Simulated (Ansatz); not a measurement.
Input of an Ansatz 0.2.0 run:

File input.yaml:

```yaml
crystal:
  lattice:
    - [0.0, 2.77, 2.77]
    - [2.77, 0.0, 2.77]
    - [2.77, 2.77, 0.0]
  atoms:
    - { symbol: Te, position: [0.75, 0.75, 0.75] }
    - { symbol: Be, position: [0.0, 0.0, 0.0] }
hamiltonian:
  xc: pbe
  pseudopotentials: { kind: paw, source: ansatz }
kpoints:
  mp_grid: { grid: [8, 8, 8] }
  band_path:
    path:
      - [[0.0, 0.0, 0.0], [0.5, 0.0, 0.5], [0.5, 0.25, 0.75], [0.375, 0.375, 0.75], [0.0, 0.0, 0.0], [0.5, 0.5, 0.5], [0.625, 0.25, 0.625], [0.5, 0.25, 0.75], [0.5, 0.5, 0.5], [0.375, 0.375, 0.75]]
      - [[0.625, 0.25, 0.625], [0.5, 0.0, 0.5]]
    npoints: 14
scf:
  occupations: { method: fermi_dirac, width: 0.05 }
  n_extra_bands: 6
output:
  forces: true
  stress: true
  eigenvalues: true
  fatbands: false
```

Potentials or basis: Ansatz PAW earlier set.

Command:

```bash
$ ansatz run input.yaml --threads 2 --pin off --max-ram 5120MiB --backend cpu --events-out ev --progress --plain --runs-dir out
```

Task: Predict the pressure.

Result: 4.3 GPa.

Task: Predict the band gap on the k mesh.

Result: 1.86 eV, indirect (least direct gap 3.59 eV).

Task: What does it give for the band gap along the path?

Result: 1.86 eV, indirect (least direct gap 3.59 eV).

Levels at the corners of the path, in eV from the valence-band top:
```tsv
point	band 6	band 7	band 8	band 9	band 10	band 11	band 12	band 13	band 14	band 15
Γ	-36.31	-12.64	0.00	0.00	0.00	3.59	3.59	3.59	4.19	8.38
X	-36.30	-10.63	-5.38	-2.83	-2.83	1.86	2.61	10.07	10.07	11.83
W	-36.31	-10.59	-4.80	-3.96	-3.44	5.33	5.54	5.68	6.41	11.29
K	-36.31	-10.65	-4.99	-4.15	-2.39	2.64	5.32	8.10	8.47	9.39
Γ	-36.31	-12.64	0.00	0.00	0.00	3.59	3.59	3.59	4.19	8.38
L	-36.31	-11.17	-5.86	-1.22	-1.22	3.22	4.59	4.59	7.81	11.17
U	-36.31	-10.65	-4.99	-4.15	-2.39	2.64	5.32	8.10	8.47	9.39
W	-36.31	-10.59	-4.80	-3.96	-3.44	5.33	5.54	5.68	6.41	11.29
L	-36.31	-11.17	-5.86	-1.22	-1.22	3.22	4.59	4.59	7.81	11.17
K	-36.31	-10.65	-4.99	-4.15	-2.39	2.64	5.32	8.10	8.47	9.39
U	-36.31	-10.65	-4.99	-4.15	-2.39	2.64	5.32	8.10	8.47	9.39
X	-36.30	-10.63	-5.38	-2.83	-2.83	1.86	2.61	10.07	10.07	11.83
```

Caveat: spin-orbit coupling is left out, which moves the levels of the heavy elements. A hybrid or GW would open this gap; PBE tends to underestimate it.
